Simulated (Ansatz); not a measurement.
# HfO2: the change of pressure with volume per atom

All results are calculated (Ansatz 0.2.0). Density functional stress and forces at fixed atoms, pressure and stress positive in compression, spin-unpolarised plane waves.

Cell of the first row (space group Fm-3m, No. 225):
```
HfO2
1.0
      0.0000     2.4280     2.4280
      2.4280     0.0000     2.4280
      2.4280     2.4280     0.0000
Hf O
1 2
Direct
  0.00000 0.00000 0.00000
  0.25000 0.25000 0.25000
  0.75000 0.75000 0.75000
```

Settings of every row: periodic directions 3; functional r2SCAN; spin orbit yes; potentials PAW; wave cutoff 500 eV; k mesh 8x8x8; smearing width 0 eV.

| row | volume per atom (Å³) | pressure (GPa) |
| --- | --- | --- |
| 1 | 9.543 | 42.42 |
| 2 | 9.844 | 29.61 |
| 3 | 10.151 | 18.33 |
| 4 | 10.465 | 8.43 |
| 5 | 10.786 | -0.24 |
| 6 | 11.113 | -7.82 |
| 7 | 11.446 | -14.41 |
| 8 | 11.786 | -20.14 |
| 9 | 12.132 | ? |

Question: what pressure should row 9 give?

Worked fit of pressure. Take u = (V_r/V)^(2/3) − 1 with V_r = 10.625 Å³ an atom, which is twice the finite (Eulerian) strain; such expansions in the strain, on which the Birch-Murnaghan equation of state is built, carry the rest volume and the bulk modulus. The shown rows have u = 0.07423, 0.05222, 0.03089, 0.01017, -0.00998, -0.02949, -0.04841, -0.0668. Least squares give pressure = 3.94 + 430.78 × u + 1113.2 × u² + 911 × u³ GPa; a parabola predicts inner rows, each left out in turn, worse (root mean square 0.08 against 0.01 GPa). The rows lie off it by 0.00, 0.01, -0.01, -0.01, 0.01, 0.00, 0.00, 0.00. The pressure vanishes at u = -0.0094, or V = 10.78 Å³ an atom, and there the bulk modulus with atoms relaxed is B = −V dP/dV = (2/3)(1 + u) dP/du = 271 GPa. The withheld row has u = -0.08463, so the fit gives 3.94 + 430.78 × (-0.08463) + 1113.2 × (-0.08463)² + 911 × (-0.08463)³ = -25.10 GPa.

The calculation gave -25.08 GPa. The fit lies 0.02 GPa (0.03 % of the column's range) below it; its largest miss of a shown row is 0.01 GPa. This row lies beyond the range of the fit.
